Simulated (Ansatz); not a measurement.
SnO: a fit and a missing row

SnO, Pmn2_1, a = 3.300 Å, b = 5.598 Å, c = 3.630 Å. This isn't the usual stable structure of the compound. Ansatz: PBEsol+D3(BJ), PAW, 420 eV, Γ-centred 8×6×8 mesh on 4 atoms, Gaussian smearing 0.02 eV; no spin polarisation. Shape and atoms are relaxed at each volume; pressure is positive in compression.

```tsv
V (Å³/atom)	P (GPa)
14.750	6.17
15.253	4.06
15.756	2.38
16.259	1.03
16.761	0.01
17.264	-0.83
17.767	?
18.438	-1.94
```

Q: Take V0 = 16.761 Å³/atom, count pressures from its P0 = 0.01 GPa, fit the third-order Birch–Murnaghan form to the other rows, and predict the missing pressure.

A: With the Eulerian strain f = ½[(V0/V)^(2/3) − 1] and y = (P − P0)/[3f(1 + 2f)^(5/2)], the form is the line y = B0 + 1.5 B0 (B0′ − 4) f. Rows (f, y): 0.04447, 37.3; 0.03243, 35.6; 0.02104, 33.9; 0.01024, 31.6; -0.00976, 30.1; -0.03080, 24.7. Means f = 0.01127, y = 32.200; Σ(Δf)² = 0.003859, ΣΔfΔy = 0.6182; the slope is their ratio. y = 30.39 + 160.2 f GPa, so B0 = 30.4 GPa and B0′ = 4 + 2 × (160.2)/(3 × 30.39) = 7.51. At V = 17.767, f = -0.01906, y = 27.34 and P = -1.41 GPa. The run gave -1.42 GPa, so the fit is 0.01 GPa too high, within the rms miss on the fitted rows (0.03 GPa).

Cost: 8 runs of about 16 core-minutes in all, on Arm Neoverse V1 (shared hosts).